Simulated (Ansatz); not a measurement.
The system is PtS2.

```
CELL_PARAMETERS angstrom
3.54320 0.00000 0.00000
-1.77160 3.06850 0.00000
0.00000 0.00000 5.03880
ATOMIC_POSITIONS crystal
Pt 0.00000 0.00000 0.00000
S 0.66667 0.33333 0.77300
S 0.33333 0.66667 0.22700
```

```yaml
Program: Ansatz 0.2.0
Task: relaxation of cell and atoms
Functional: PBEsol
Dispersion: D4
Potentials_or_basis: Ansatz PAW
Cutoff: "420 eV (not typed: the program's choice for these potentials)"
k_mesh: 9 × 9 × 5
Occupations: fermi-dirac, width 0.05 eV
Spin: no spin polarisation
```

At the start: volume 18.26 Å³/atom.

Task: Where does the relaxation end?

Result: It ends after 8 steps and the volume is 16.44 Å³/atom (-10.0 %); space group P-3m1 (No. 164, to 0.05 Å).

Step by step:
```csv
step,energy change (eV),largest force (eV/Å),volume (Å³)
1,0.0000,0.9600,54.78
2,-0.0972,0.1296,51.01
3,-0.1267,0.0968,50.46
4,-0.1307,0.1013,48.51
5,-0.1351,0.0120,49.59
6,-0.1354,0.0288,49.23
7,-0.1355,0.0001,49.31
8,-0.1347,0.0002,49.31
```

Final structure:
```
Pt S
1.0
     3.56599    0.00000    0.00000
    -1.78300    3.08824    0.00000
     0.00000    0.00000    4.47725
Pt S
1 2
Direct
  0.00000 0.00000 0.00000
  0.66667 0.33333 0.73385
  0.33333 0.66667 0.26615
```

Caveat: the plane-wave basis is chosen anew once the cell has moved, so the energies of steps on either side of that aren't comparable; the PAW data sets come from PBE, with cores solved anew for the run's functional, which leaves a small shift of forces and pressure.
